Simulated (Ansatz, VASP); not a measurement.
## GaAs in VASP and in Ansatz

Contents of INCAR:

```
SYSTEM = GaAs
PREC     = Accurate       ! precision mode
ENCUT    = 520            ! plane-wave cutoff, eV
EDIFF    = 1E-7           ! SCF threshold, eV
ISMEAR   = -1             ! smearing method
SIGMA    = 0.08           ! smearing width, eV
LREAL    = .FALSE.        ! projectors in reciprocal space
LASPH    = .TRUE.         ! aspherical terms in the spheres
NELM     = 80             ! most SCF steps
ALGO     = Normal         ! electronic algorithm
ISIF     = 2              ! what is computed and relaxed
LWAVE    = .FALSE.        ! write WAVECAR
LCHARG   = .FALSE.        ! write CHGCAR
GGA      = PE             ! functional
NBANDS   = 16             ! bands
```

File KPOINTS:

```
Automatic mesh
0
G
  10 10 10
  0 0 0
```

File POSCAR:

```
GaAs
1.0
    0.0000000000      2.8822925071      2.8822925071
    2.8822925071      0.0000000000      2.8822925071
    2.8822925071      2.8822925071      0.0000000000
Ga As
1 1
Direct
    0.0000000000      0.0000000000      0.0000000000
    0.7500000000      0.7500000000      0.7500000000
```

Input for Ansatz:

```yaml
crystal:
  lattice:
    - [0.0, 2.8822925071, 2.8822925071]
    - [2.8822925071, 0.0, 2.8822925071]
    - [2.8822925071, 2.8822925071, 0.0]
  atoms:
    - { symbol: Ga, position: [0.0, 0.0, 0.0] }
    - { symbol: As, position: [0.75, 0.75, 0.75] }
kpoints:
  mp_grid: { grid: [10, 10, 10] }
scf:
  occupations: { method: fermi_dirac, width: 0.08 }
hamiltonian:
  xc: pbe
  pseudopotentials: { kind: all_electron, lapw: { basis_error: 0.001 } }
output:
  forces: true
  stress: true
  eigenvalues: true
```

Change from the starting cell: volume scaled by 1.06.

Alike in both runs: task single point; functional PBE; k mesh 10 × 10 × 10; occupations fermi-dirac, width 0.08 eV; no spin polarisation.

|  | VASP | Ansatz |
| --- | --- | --- |
| version | VASP 6.6.1 | Ansatz 0.2.0 |
| potentials or method | VASP PAW PBE potentials, release 64 (Ga_d, As) | all-electron LAPW, scalar-relativistic |
| plane-wave cutoff (eV) | 520 | see its input |

```csv
,VASP,Ansatz,Ansatz less VASP
pressure (GPa),-0.4,-0.6,-0.16
```

Ansatz ran all-electron here, so the differences hold the error of VASP's frozen core and of both bases.
